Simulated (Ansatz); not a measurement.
Born–Oppenheimer molecular dynamics of a periodic cell of 24 atoms, CaF₂ (surface CaF2(110)). It goes on from the last frame of an earlier run, with new velocities.

Computed with DFT LDA, scalar-relativistic, plane waves, PAW (Ansatz 0.2.0). Settings: accuracy low, PAW set soft_1, cutoff 420 eV, k mesh 1x2x1, fermi-dirac smearing 0.05 eV, no spin polarisation.

```
ensemble                      : NVE (velocity Verlet)
time step                     : 2 fs
steps asked                   : 300
starting velocities drawn for : 1000 K
atoms held                    : 1, 2, 6, 9, 10, 11
seed                          : 473073
```

Frames 10 fs apart, positions in Å, forces in eV/Å.

Velocities at 240.0 fs (Å/ps):

```
Ca 0.00 0.00 0.00
F 0.00 0.00 0.00
F 6.19 -2.29 -9.70
Ca 1.08 -3.38 -2.88
F 6.40 -7.65 14.81
F 0.00 0.00 0.00
Ca 3.07 -4.63 8.62
F -2.47 -2.80 7.38
F 0.00 0.00 0.00
Ca 0.00 0.00 0.00
F 0.00 0.00 0.00
F 4.54 10.32 -6.71
Ca -0.67 -4.22 1.09
F 3.59 -2.99 0.43
F -1.36 -2.08 6.68
Ca -2.39 -3.28 -3.07
F 9.59 -4.39 2.48
F -5.61 0.88 -2.87
Ca -6.15 6.52 -5.93
F 0.02 -2.01 -5.56
F 4.75 2.12 0.22
Ca -2.13 1.12 -0.11
F -6.88 -7.22 0.06
F -1.74 3.53 2.99
```

```xyz
24
Lattice="7.7261 0.0000 0.0000 0.0000 5.4632 0.0000 0.0000 0.0000 17.7946" Properties=species:S:1:pos:R:3:forces:R:3 time_fs=240.0 energy_less_start_eV=0.626 T=732
Ca 0.000 0.000 1.000 -0.28 0.25 1.57
F 1.931 1.366 1.000 0.37 -0.68 -0.14
F 7.618 1.534 2.679 0.95 -0.23 0.29
Ca 5.676 2.738 2.760 0.86 0.01 0.34
F 7.707 4.231 2.882 0.19 0.06 -0.21
F 1.931 4.097 1.000 0.31 0.70 -0.21
Ca 1.895 2.799 2.798 -0.46 -0.31 -0.35
F 3.891 4.140 3.121 -0.46 -0.88 -1.35
F 5.795 4.097 1.000 -0.35 0.78 -0.42
Ca 3.863 0.000 1.000 0.25 0.11 1.48
F 5.795 1.366 1.000 -0.47 -0.81 -0.77
F 4.007 1.177 2.924 -0.53 0.68 -0.59
Ca 3.735 0.017 4.802 1.70 0.04 1.18
F 6.016 1.556 4.691 -0.31 -0.08 -0.17
F 3.933 1.835 6.649 0.37 -1.13 -0.47
Ca 2.088 2.874 6.441 -0.38 0.21 0.63
F 3.984 4.177 6.730 -0.43 0.76 -0.70
F 5.807 4.370 4.730 0.46 0.19 -0.23
Ca 5.973 2.988 6.298 -0.49 -0.32 1.16
F 0.231 4.196 6.932 -0.04 0.40 -0.99
F 1.831 4.128 4.612 0.41 -0.03 0.53
Ca 7.898 0.100 4.916 -1.39 0.40 0.12
F 2.084 1.356 4.767 -0.86 0.55 -0.42
F 0.064 1.768 6.538 0.58 -0.67 -0.27
24
Lattice="7.7261 0.0000 0.0000 0.0000 5.4632 0.0000 0.0000 0.0000 17.7946" Properties=species:S:1:pos:R:3:forces:R:3 time_fs=250.0 energy_less_start_eV=0.704 T=699
Ca 0.000 0.000 1.000 0.03 0.02 1.52
F 1.931 1.366 1.000 0.52 -0.74 -0.23
F 7.700 1.506 2.592 0.39 -0.16 0.68
Ca 5.699 2.705 2.735 1.05 0.35 0.37
F 7.774 4.158 3.021 -0.16 0.22 -0.63
F 1.931 4.097 1.000 0.27 0.63 -0.01
Ca 1.921 2.750 2.877 -0.39 -0.05 -1.00
F 3.857 4.092 3.158 -0.17 -0.54 -1.46
F 5.795 4.097 1.000 -0.25 0.78 -0.27
Ca 3.863 0.000 1.000 0.01 0.11 1.38
F 5.795 1.366 1.000 -0.34 -0.91 -0.91
F 4.035 1.290 2.848 -0.95 -0.15 0.10
Ca 3.748 -0.022 4.826 1.33 0.57 0.82
F 6.043 1.526 4.689 -0.40 0.14 -0.26
F 3.926 1.786 6.702 0.10 -0.89 -0.71
Ca 2.060 2.843 6.419 -0.33 0.15 0.75
F 4.066 4.153 6.737 -0.76 0.81 -0.67
F 5.763 4.385 4.694 0.50 0.29 -0.40
Ca 5.908 3.046 6.255 0.20 -1.05 1.47
F 0.230 4.188 6.851 -0.11 0.56 -0.89
F 1.888 4.147 4.630 0.29 -0.13 0.82
Ca 7.861 0.114 4.917 -1.13 -0.01 0.18
F 1.999 1.299 4.757 -0.08 0.67 -0.36
F 0.060 1.786 6.560 0.39 -0.66 -0.31
24
Lattice="7.7261 0.0000 0.0000 0.0000 5.4632 0.0000 0.0000 0.0000 17.7946" Properties=species:S:1:pos:R:3:forces:R:3 time_fs=260.0 energy_less_start_eV=0.719 T=692
Ca 0.000 0.000 1.000 0.33 -0.17 1.23
F 1.931 1.366 1.000 0.65 -0.81 -0.44
F 7.800 1.469 2.540 -0.36 -0.07 1.04
Ca 5.745 2.681 2.720 0.93 0.60 0.25
F 7.832 4.095 3.128 -0.44 0.21 -0.74
F 1.931 4.097 1.000 0.16 0.66 0.01
Ca 1.937 2.700 2.933 -0.18 0.28 -1.37
F 3.814 4.017 3.123 0.23 0.14 -1.00
F 5.795 4.097 1.000 -0.11 0.78 -0.17
Ca 3.863 0.000 1.000 -0.26 0.07 1.37
F 5.795 1.366 1.000 -0.14 -0.98 -0.93
F 4.017 1.397 2.775 -0.96 -0.70 0.45
Ca 3.792 -0.049 4.870 0.53 0.87 0.07
F 6.050 1.503 4.676 -0.58 0.45 -0.12
F 3.926 1.694 6.719 -0.06 -0.33 -0.81
Ca 2.024 2.817 6.414 -0.21 0.03 0.54
F 4.110 4.170 6.710 -1.01 0.57 -0.31
F 5.745 4.413 4.639 0.49 -0.06 -0.13
Ca 5.848 3.080 6.245 0.93 -1.49 1.01
F 0.223 4.207 6.727 -0.32 0.37 -0.49
F 1.960 4.160 4.689 0.19 -0.22 0.81
Ca 7.797 0.129 4.921 -0.49 -0.35 -0.06
F 1.909 1.276 4.730 0.63 0.65 -0.09
F 0.075 1.771 6.568 0.06 -0.45 -0.12
24
Lattice="7.7261 0.0000 0.0000 0.0000 5.4632 0.0000 0.0000 0.0000 17.7946" Properties=species:S:1:pos:R:3:forces:R:3 time_fs=270.0 energy_less_start_eV=0.820 T=649
Ca 0.000 0.000 1.000 0.56 -0.27 1.02
F 1.931 1.366 1.000 0.65 -0.86 -0.69
F 7.883 1.429 2.540 -1.05 -0.12 1.15
Ca 5.813 2.671 2.710 0.33 0.60 0.09
F 7.868 4.043 3.199 -0.52 0.20 -0.69
F 1.931 4.097 1.000 -0.01 0.71 -0.08
Ca 1.948 2.656 2.956 0.08 0.65 -1.50
F 3.783 3.949 3.038 0.56 0.79 -0.47
F 5.795 4.097 1.000 0.05 0.78 -0.14
Ca 3.863 0.000 1.000 -0.48 0.00 1.48
F 5.795 1.366 1.000 0.04 -1.01 -0.84
F 3.952 1.470 2.725 -0.33 -0.97 0.54
Ca 3.849 -0.054 4.914 -0.27 1.17 -0.80
F 6.027 1.502 4.656 -0.70 0.64 0.12
F 3.923 1.584 6.695 -0.05 0.25 -0.71
Ca 1.983 2.791 6.422 0.02 -0.07 0.19
F 4.106 4.213 6.669 -0.73 -0.06 0.28
F 5.751 4.437 4.578 0.38 -0.56 0.31
Ca 5.809 3.079 6.260 1.11 -1.40 0.33
F 0.199 4.243 6.579 -0.57 -0.22 0.28
F 2.042 4.161 4.787 0.12 -0.23 0.36
Ca 7.721 0.135 4.924 0.34 -0.23 -0.69
F 1.850 1.285 4.699 0.80 0.42 0.31
F 0.094 1.734 6.569 -0.33 -0.18 0.14
24
Lattice="7.7261 0.0000 0.0000 0.0000 5.4632 0.0000 0.0000 0.0000 17.7946" Properties=species:S:1:pos:R:3:forces:R:3 time_fs=280.0 energy_less_start_eV=0.968 T=586
Ca 0.000 0.000 1.000 0.68 -0.24 0.99
F 1.931 1.366 1.000 0.40 -0.87 -0.83
F 7.914 1.382 2.597 -1.32 -0.25 0.93
Ca 5.889 2.675 2.702 -0.27 0.58 0.01
F 7.880 4.002 3.234 -0.41 0.19 -0.66
F 1.931 4.097 1.000 -0.21 0.75 -0.19
Ca 1.962 2.629 2.944 0.19 0.95 -1.38
F 3.779 3.920 2.929 0.65 1.10 -0.14
F 5.795 4.097 1.000 0.25 0.79 -0.18
Ca 3.863 0.000 1.000 -0.58 -0.10 1.62
F 5.795 1.366 1.000 0.16 -1.00 -0.73
F 3.872 1.494 2.702 0.44 -1.14 0.52
Ca 3.901 -0.032 4.940 -0.70 1.23 -1.46
F 5.970 1.532 4.642 -0.58 0.47 0.30
F 3.918 1.487 6.637 0.01 0.77 -0.36
Ca 1.942 2.763 6.435 0.31 -0.13 0.00
F 4.066 4.253 6.642 -0.01 -0.85 0.81
F 5.775 4.433 4.532 0.04 -0.76 0.58
Ca 5.796 3.045 6.282 0.72 -0.90 -0.09
F 0.148 4.267 6.446 -0.63 -1.00 1.15
F 2.129 4.152 4.902 -0.01 -0.09 -0.37
Ca 7.654 0.137 4.909 0.92 0.38 -1.42
F 1.829 1.315 4.683 0.62 0.12 0.60
F 0.095 1.687 6.578 -0.66 0.01 0.30
24
Lattice="7.7261 0.0000 0.0000 0.0000 5.4632 0.0000 0.0000 0.0000 17.7946" Properties=species:S:1:pos:R:3:forces:R:3 time_fs=290.0 energy_less_start_eV=0.751 T=679
Ca 0.000 0.000 1.000 0.65 -0.17 1.08
F 1.931 1.366 1.000 0.00 -0.84 -0.79
F 7.880 1.323 2.700 -0.98 -0.27 0.47
Ca 5.959 2.693 2.696 -0.69 0.57 0.10
F 7.870 3.969 3.236 -0.15 0.18 -0.72
F 1.931 4.097 1.000 -0.41 0.75 -0.28
Ca 1.980 2.623 2.899 0.15 0.97 -0.94
F 3.807 3.945 2.812 0.48 0.89 0.02
F 5.795 4.097 1.000 0.46 0.84 -0.31
Ca 3.863 0.000 1.000 -0.51 -0.20 1.66
F 5.795 1.366 1.000 0.25 -0.95 -0.65
F 3.811 1.461 2.705 0.82 -1.04 0.51
Ca 3.936 0.018 4.932 -0.70 0.53 -1.38
F 5.885 1.585 4.642 -0.24 -0.05 0.16
F 3.913 1.429 6.560 0.03 1.16 0.18
Ca 1.909 2.732 6.448 0.45 -0.12 0.03
F 4.025 4.252 6.654 0.55 -0.99 0.73
F 5.801 4.393 4.515 -0.36 -0.56 0.57
Ca 5.800 2.990 6.304 0.23 -0.27 -0.08
F 0.065 4.242 6.368 -0.45 -1.13 1.22
F 2.215 4.138 4.999 -0.30 0.13 -1.05
Ca 7.607 0.147 4.862 1.09 0.57 -1.22
F 1.840 1.351 4.696 0.36 -0.04 0.45
F 0.065 1.640 6.601 -0.72 0.03 0.22
24
Lattice="7.7261 0.0000 0.0000 0.0000 5.4632 0.0000 0.0000 0.0000 17.7946" Properties=species:S:1:pos:R:3:forces:R:3 time_fs=300.0 energy_less_start_eV=0.404 T=827
Ca 0.000 0.000 1.000 0.46 -0.14 1.18
F 1.931 1.366 1.000 -0.33 -0.80 -0.66
F 7.799 1.251 2.825 -0.33 0.00 -0.34
Ca 6.012 2.725 2.691 -1.09 0.43 0.35
F 7.854 3.946 3.200 0.18 0.21 -0.81
F 1.931 4.097 1.000 -0.56 0.73 -0.35
Ca 2.002 2.640 2.832 0.26 0.75 -0.23
F 3.859 4.013 2.696 0.14 0.26 0.26
F 5.795 4.097 1.000 0.70 0.90 -0.51
Ca 3.863 0.000 1.000 -0.29 -0.21 1.48
F 5.795 1.366 1.000 0.36 -0.88 -0.57
F 3.791 1.377 2.735 0.64 -0.54 0.46
Ca 3.954 0.081 4.892 -0.55 -0.38 -0.81
F 5.787 1.635 4.648 0.19 -0.64 -0.34
F 3.909 1.428 6.493 -0.06 1.15 0.62
Ca 1.886 2.700 6.462 0.45 0.14 0.11
F 4.010 4.204 6.701 0.69 -0.60 0.34
F 5.810 4.325 4.525 -0.50 -0.09 0.28
Ca 5.809 2.928 6.324 -0.24 0.27 0.31
F -0.039 4.164 6.349 0.03 -0.44 0.57
F 2.286 4.130 5.045 -0.61 0.17 -1.34
Ca 7.586 0.170 4.788 0.85 -0.09 0.16
F 1.869 1.386 4.730 0.05 -0.13 -0.11
F -0.001 1.594 6.634 -0.42 -0.08 -0.04
24
Lattice="7.7261 0.0000 0.0000 0.0000 5.4632 0.0000 0.0000 0.0000 17.7946" Properties=species:S:1:pos:R:3:forces:R:3 time_fs=310.0 energy_less_start_eV=0.605 T=741
Ca 0.000 0.000 1.000 0.19 -0.16 1.24
F 1.931 1.366 1.000 -0.49 -0.76 -0.54
F 7.700 1.181 2.930 0.21 0.69 -1.75
Ca 6.040 2.766 2.696 -1.42 0.12 0.55
F 7.846 3.934 3.124 0.44 0.30 -0.77
F 1.931 4.097 1.000 -0.62 0.74 -0.45
Ca 2.030 2.676 2.759 0.51 0.50 0.50
F 3.917 4.093 2.594 -0.20 -0.58 0.77
F 5.795 4.097 1.000 0.92 0.96 -0.76
Ca 3.863 0.000 1.000 -0.03 0.05 0.96
F 5.795 1.366 1.000 0.43 -0.78 -0.49
F 3.801 1.266 2.787 0.17 0.19 0.16
Ca 3.959 0.136 4.833 -0.41 -0.79 -0.04
F 5.699 1.653 4.638 0.57 -0.87 -0.67
F 3.902 1.483 6.455 -0.23 0.58 0.63
Ca 1.874 2.670 6.478 0.44 0.55 0.06
F 4.028 4.125 6.766 0.37 -0.16 0.09
F 5.794 4.253 4.549 -0.36 0.37 -0.12
Ca 5.813 2.872 6.351 -0.78 0.36 0.55
F -0.140 4.064 6.360 0.83 0.31 0.12
F 2.326 4.130 5.024 -0.75 0.01 -1.17
Ca 7.585 0.189 4.720 0.40 -1.12 2.05
F 1.901 1.414 4.758 -0.29 -0.24 -0.64
F -0.087 1.543 6.665 0.10 -0.24 -0.29
24
Lattice="7.7261 0.0000 0.0000 0.0000 5.4632 0.0000 0.0000 0.0000 17.7946" Properties=species:S:1:pos:R:3:forces:R:3 time_fs=320.0 energy_less_start_eV=0.970 T=585
Ca 0.000 0.000 1.000 -0.04 -0.17 1.27
F 1.931 1.366 1.000 -0.44 -0.74 -0.46
F 7.609 1.145 2.950 0.43 0.99 -2.22
Ca 6.033 2.810 2.713 -1.39 -0.23 0.47
F 7.859 3.937 3.010 0.43 0.40 -0.50
F 1.931 4.097 1.000 -0.51 0.82 -0.65
Ca 2.070 2.723 2.698 0.53 0.25 0.98
F 3.966 4.144 2.532 -0.41 -1.35 1.32
F 5.795 4.097 1.000 1.03 0.99 -0.98
Ca 3.863 0.000 1.000 0.15 0.45 0.35
F 5.795 1.366 1.000 0.35 -0.68 -0.43
F 3.820 1.165 2.845 -0.24 0.90 -0.51
Ca 3.954 0.173 4.773 -0.36 -0.98 0.78
F 5.640 1.630 4.597 0.86 -0.64 -0.30
F 3.884 1.567 6.448 -0.39 -0.25 0.35
Ca 1.873 2.654 6.495 0.41 0.77 -0.24
F 4.064 4.038 6.837 -0.16 0.33 0.04
F 5.761 4.198 4.567 -0.11 0.59 -0.29
Ca 5.798 2.823 6.390 -1.07 0.07 0.22
F -0.201 3.978 6.378 1.45 0.76 -0.04
F 2.329 4.130 4.944 -0.71 -0.17 -0.72
Ca 7.594 0.183 4.697 0.19 -1.51 2.66
F 1.918 1.430 4.756 -0.52 -0.26 -0.71
F -0.169 1.481 6.681 0.54 -0.35 -0.40
```

Of the whole run (600 fs, mean temperature of the second half 686 K): The conserved energy stayed within 0.27 meV per atom of its start (net change 0.11 meV per atom), so the integration is sound. A run of 0.6 ps of so small a system gives no equilibrium averages. Limits of this set-up: coarse k mesh, thin slab, slab without dipole correction, PAW files made for another functional, low accuracy level.

Time of the run: 15 min on 2 threads of Arm Neoverse V1, with other jobs on the host, peak memory 1.1 GiB.
